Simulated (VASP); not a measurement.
Input and output of a VASP PBE single-point calculation on CdS (strained wurtzite)

INCAR

```
LCHARG = .TRUE.
GGA = PE
ISMEAR = -1
PREC = Accurate
EDIFF = 1E-7
ENCUT = 520
LASPH = .TRUE.
LELF = .TRUE.
IBRION = -1
SIGMA = 0.02
LWAVE = .FALSE.
LREAL = .FALSE.
NBANDS = 26
NELM = 120
ISIF = 2
NSW = 0
```

KPOINTS

```
KPOINTS created by Atomic Simulation Environment
0
Gamma
12 12 4
0 0 0
```

KPOINTS_OPT

```
special points
6
Reciprocal
0.0000000000 0.0000000000 0.0000000000 1
0.5000000000 0.0000000000 0.0000000000 1
0.3333333333 0.3333333333 0.0000000000 1
0.0000000000 0.0000000000 0.5000000000 1
0.5000000000 0.0000000000 0.5000000000 1
0.3333333333 0.3333333333 0.5000000000 1
```

POSCAR

```
Cd S
 1.0000000000000000
     4.1437782617604366    0.0000000000000000    0.0000000000000000
    -2.0718891308802183    3.5886172423342622    0.0000000000000000
     0.0000000000000000    0.0000000000000000    6.7974712400000001
 Cd  S
   2   2
Cartesian
 -0.0000000000000001  2.3924114948895081  0.0011496527469583
  2.0718891308802179  1.1962057474447541  3.3998852727469586
 -0.0000000000000001  2.3924114948895081  2.5479020622530415
  2.0718891308802179  1.1962057474447541  5.9466376822530416
```

VASP ran with the recommended PBE PAW datasets (36 valence electrons in the cell).

Command

```
mpirun -np 1 vasp_std
```

OSZICAR

```
N       E                     dE             d eps       ncg     rms          rms(c)
DAV:   1     0.246606461794E+03    0.24661E+03   -0.17562E+04  2964   0.127E+03
DAV:   2     0.413378875731E+00   -0.24619E+03   -0.23739E+03  3212   0.318E+02
DAV:   3    -0.132235262980E+02   -0.13637E+02   -0.13553E+02  3536   0.747E+01
DAV:   4    -0.133647596195E+02   -0.14123E+00   -0.14111E+00  3356   0.737E+00
DAV:   5    -0.133669327923E+02   -0.21732E-02   -0.21730E-02  3594   0.911E-01    0.110E+01
DAV:   6    -0.122994586389E+02    0.10675E+01   -0.19108E+00  3910   0.141E+01    0.876E+00
DAV:   7    -0.122805016621E+02    0.18957E-01   -0.71702E-01  3098   0.450E+00    0.396E+00
DAV:   8    -0.122776822646E+02    0.28194E-02   -0.85043E-02  3218   0.288E+00    0.531E-01
DAV:   9    -0.122764166923E+02    0.12656E-02   -0.14334E-02  3288   0.148E+00    0.152E-01
DAV:  10    -0.122766238196E+02   -0.20713E-03   -0.12207E-03  3184   0.350E-01    0.116E-01
DAV:  11    -0.122767785533E+02   -0.15473E-03   -0.28597E-04  3330   0.117E-01    0.828E-02
DAV:  12    -0.122767761262E+02    0.24271E-05   -0.14726E-04  3120   0.915E-02    0.157E-02
DAV:  13    -0.122767788654E+02   -0.27392E-05   -0.17835E-05  3468   0.266E-02    0.688E-03
DAV:  14    -0.122767796184E+02   -0.75296E-06   -0.23325E-06  3048   0.135E-02    0.680E-03
DAV:  15    -0.122767793970E+02    0.22142E-06   -0.39832E-07  3494   0.399E-03    0.267E-03
DAV:  16    -0.122767794187E+02   -0.21786E-07   -0.27531E-08  2074   0.961E-04
   1 F= -.12276779E+02 E0= -.12276779E+02  d E =-.425606E-11
       N       E                     dE             ncg
DAV:   1     0.438008859285E+04   -0.44938E+04      312
DAV:   2     0.294905451963E+04   -0.14310E+04      346
DAV:   3     0.287686112399E+04   -0.72193E+02      384
DAV:   4     0.287614730318E+04   -0.71382E+00      370
DAV:   5     0.287613694811E+04   -0.10355E-01      350
DAV:   6     0.287613670018E+04   -0.24793E-03      370
DAV:   7     0.287613669294E+04   -0.72438E-05      372
DAV:   8     0.287613669271E+04   -0.22974E-06      362
DAV:   9     0.287613669270E+04   -0.65243E-08      256
```

From OUTCAR

```
k-points           NKPTS =     57   k-points in BZ     NKDIM =     57   number of bands    NBANDS=     26

   NELECT =      36.0000    total number of electrons

   dimension x,y,z NGX =    32 NGY =   32 NGZ =   54
   dimension x,y,z NGXF=    64 NGYF=   64 NGZF=  108

  energy-cutoff  :      520.00
  volume of cell :      101.08
      direct lattice vectors                 reciprocal lattice vectors
     4.143778262  0.000000000  0.000000000     0.241325654  0.139329431  0.000000000
    -2.071889131  3.588617242  0.000000000     0.000000000  0.278658863  0.000000000
     0.000000000  0.000000000  6.797471240     0.000000000  0.000000000  0.147113532

 k-points in reciprocal lattice and weights: KPOINTS created by Atomic Simulation Env
   0.00000000  0.00000000  0.00000000       0.002
   0.08333333  0.00000000  0.00000000       0.010
   0.16666667  0.00000000  0.00000000       0.010
   0.25000000  0.00000000  0.00000000       0.010
   0.33333333  0.00000000  0.00000000       0.010
   0.41666667  0.00000000  0.00000000       0.010
   0.50000000  0.00000000  0.00000000       0.005
   0.08333333  0.08333333  0.00000000       0.010
   ...

 E-fermi :   1.5788

 k-point     1 :       0.0000    0.0000    0.0000
  band No.  band energies     occupation
      1     -11.1055      2.00000
      2     -10.6950      2.00000
      3      -6.4920      2.00000
      4      -6.4799      2.00000
      5      -6.4799      2.00000
      6      -6.3988      2.00000
      7      -6.3988      2.00000
      8      -6.0822      2.00000
      9      -6.0822      2.00000
     10      -5.9973      2.00000
     11      -5.9973      2.00000
     12      -5.6781      2.00000
     13      -3.1424      2.00000
     14       0.4394      2.00000
     15       0.4394      2.00000
     16       1.0962      2.00000
     17       1.1655      2.00000
     18       1.1655      2.00000
     19       2.3353      0.00000
     20       3.9934      0.00000
     21       7.6737      0.00000
     22       7.6737      0.00000
     23       7.8663      0.00000
     24       8.7583      0.00000
     25       8.7583      0.00000
     26       8.7652      0.00000

 k-point     2 :       0.0833    0.0000    0.0000
  band No.  band energies     occupation
      1     -11.0811      2.00000
      2     -10.6840      2.00000
      3      -6.4839      2.00000
      4      -6.4699      2.00000
      5      -6.4620      2.00000
      6      -6.3878      2.00000
      7      -6.3850      2.00000
      8      -6.0876      2.00000
      9      -6.0824      2.00000
     10      -6.0083      2.00000
     11      -5.9952      2.00000
     12      -5.6607      2.00000
     13      -3.0946      2.00000
     14       0.1453      2.00000
     15       0.3531      2.00000
     16       0.7114      2.00000
     17       1.0502      2.00000
     18       1.1169      2.00000
     19       2.7731      0.00000
     20       4.2785      0.00000
     21       7.4089      0.00000
     22       7.7800      0.00000
     23       7.9866      0.00000
     24       8.5409      0.00000
     25       8.7248      0.00000
     26       8.9081      0.00000

 k-point     3 :       0.1667    0.0000    0.0000
  band No.  band energies     occupation
      1     -11.0135      2.00000
      2     -10.6548      2.00000
      3      -6.4593      2.00000
      4      -6.4441      2.00000
      5      -6.4105      2.00000
      6      -6.3522      2.00000
      7      -6.3468      2.00000
      8      -6.1020      2.00000
      9      -6.0800      2.00000
     10      -6.0320      2.00000
     11      -5.9896      2.00000
     12      -5.6156      2.00000
     13      -2.9624      2.00000
     14      -0.5165      2.00000
     15      -0.0291      2.00000
     16       0.1317      2.00000
     17       0.9046      2.00000
     18       0.9820      2.00000
     19       3.4686      0.00000
     20       4.8468      0.00000
     21       6.9445      0.00000
     22       7.9493      0.00000
     23       8.0248      0.00000
     24       8.4584      0.00000
     25       8.6607      0.00000
     26       9.3236      0.00000

 k-point     4 :       0.2500    0.0000    0.0000
  band No.  band energies     occupation
      1     -10.9175      2.00000
      2     -10.6180      2.00000
      3      -6.4296      2.00000
      4      -6.4136      2.00000
      5      -6.3348      2.00000
      6      -6.2946      2.00000
      7      -6.2790      2.00000
      8      -6.1198      2.00000
      9      -6.0686      2.00000
     10      -6.0503      2.00000
     11      -5.9817      2.00000
     12      -5.5557      2.00000
     13      -2.7922      2.00000
     14      -1.2222      2.00000
     15      -0.7560      2.00000
     16      -0.1455      2.00000
     17       0.6626      2.00000
     18       0.7969      2.00000
     19       4.0968      0.00000
     20       5.2005      0.00000
     21       6.6594      0.00000
     22       7.5487      0.00000
     23       8.2156      0.00000
     24       8.6072      0.00000
     25       9.1449      0.00000
     26       9.5884      0.00000

 k-point     5 :       0.3333    0.0000    0.0000
  band No.  band energies     occupation
      1     -10.8153      2.00000
      2     -10.5871      2.00000
      3      -6.4062      2.00000
      4      -6.3898      2.00000
      5      -6.2718      2.00000
      6      -6.2434      2.00000
      7      -6.1754      2.00000
      8      -6.1304      2.00000
      9      -6.0465      2.00000
     10      -6.0198      2.00000
     11      -5.9723      2.00000
     12      -5.5019      2.00000
     13      -2.7161      2.00000
     14      -1.7501      2.00000
     15      -1.3298      2.00000
     16      -0.4025      2.00000
     17       0.3473      2.00000
     18       0.6139      2.00000
     19       4.5482      0.00000
     20       5.1958      0.00000
     21       6.5022      0.00000
     22       7.3337      0.00000
     23       8.2446      0.00000
     24       8.9541      0.00000
     25       9.4620      0.00000
     26       9.9435      0.00000

 k-point     6 :       0.4167    0.0000    0.0000
  band No.  band energies     occupation
      1     -10.7327      2.00000
      2     -10.5721      2.00000
      3      -6.3938      2.00000
      4      -6.3771      2.00000
      5      -6.2239      2.00000
      6      -6.2075      2.00000
      7      -6.1631      2.00000
      8      -6.1250      2.00000
      9      -6.0225      2.00000
     10      -5.9636      2.00000
     11      -5.8535      2.00000
     12      -5.5025      2.00000
     13      -2.8280      2.00000
     14      -2.1263      2.00000
     15      -1.4814      2.00000
     16      -0.5814      2.00000
     17       0.0336      2.00000
     18       0.4819      2.00000
     19       4.7782      0.00000
     20       5.1114      0.00000
     21       6.3176      0.00000
     22       7.3924      0.00000
     23       8.2005      0.00000
     24       9.1426      0.00000
     25       9.5418      0.00000
     26      10.8035      0.00000

 k-point     7 :       0.5000    0.0000    0.0000
  band No.  band energies     occupation
      1     -10.6987      2.00000
      2     -10.5704      2.00000
      3      -6.3905      2.00000
      4      -6.3735      2.00000
      5      -6.1949      2.00000
      6      -6.1947      2.00000
      7      -6.1793      2.00000
      8      -6.1238      2.00000
      9      -6.0121      2.00000
     10      -5.9599      2.00000
     11      -5.7043      2.00000
     12      -5.5679      2.00000
     13      -2.8977      2.00000
     14      -2.3064      2.00000
     15      -1.4316      2.00000
     16      -0.6453      2.00000
     17      -0.1155      2.00000
     18       0.4340      2.00000
     19       4.8395      0.00000
     20       5.0785      0.00000
     21       6.2342      0.00000
     22       7.4705      0.00000
     23       8.1763      0.00000
     24       9.2434      0.00000
     25       9.4608      0.00000
     26      11.3038      0.00000

 k-point     8 :       0.0833    0.0833    0.0000
  band No.  band energies     occupation
      1     -11.0351      2.00000
      2     -10.6639      2.00000
      3      -6.4666      2.00000
      4      -6.4527      2.00000
      5      -6.4271      2.00000
      6      -6.3674      2.00000
      7      -6.3563      2.00000
      8      -6.0961      2.00000
      9      -6.0829      2.00000
     10      -6.0252      2.00000
     11      -5.9914      2.00000
     12      -5.6296      2.00000
     13      -3.0044      2.00000
     14      -0.2817      2.00000
     15       0.0356      2.00000
     16       0.3062      2.00000
     17       0.9552      2.00000
     18       1.0001      2.00000
     19       3.2917      0.00000
     20       4.7138      0.00000
     21       7.0994      0.00000
     22       7.7577      0.00000
     23       8.1574      0.00000
     24       8.3847      0.00000
     25       8.6967      0.00000
     26       9.1710      0.00000

 ...

  Total        1.3602968      1.3602968      1.1266736      0.0000000      0.0000000      0.0000000
  in kB       21.5612149     21.5612149     17.8581998      0.0000000      0.0000000      0.0000000
  external PRESSURE =      20.3268765 kB  Pullay stress =       0.0000000 kB

 POSITION                                       TOTAL-FORCE (eV/Angst)
 -----------------------------------------------------------------------------------
      0.00000      2.39241      0.00115         0.000000     -0.000000      0.001514
      2.07189      1.19621      3.39989        -0.000000      0.000000      0.001514
      0.00000      2.39241      2.54790         0.000000     -0.000000     -0.001514
      2.07189      1.19621      5.94664        -0.000000      0.000000     -0.001514
 -----------------------------------------------------------------------------------
    total drift:                               -0.000000     -0.000000     -0.000320

  FREE ENERGIE OF THE ION-ELECTRON SYSTEM (eV)
  ---------------------------------------------------
  free  energy   TOTEN  =       -12.2767794187 eV

  energy  without entropy=      -12.2767794187  energy(sigma->0) =      -12.27677942
```

* gap between bands v and c: 1.17 eV
* least direct gap: 1.17 eV
* pressure: 2.0 GPa

Band v is the last that the valence electrons fill when counted band by band, and c is the next.

The run took about 2.4 min on one core of a shared host (Intel Xeon Platinum 8488C) and held 0.35 GiB at most.
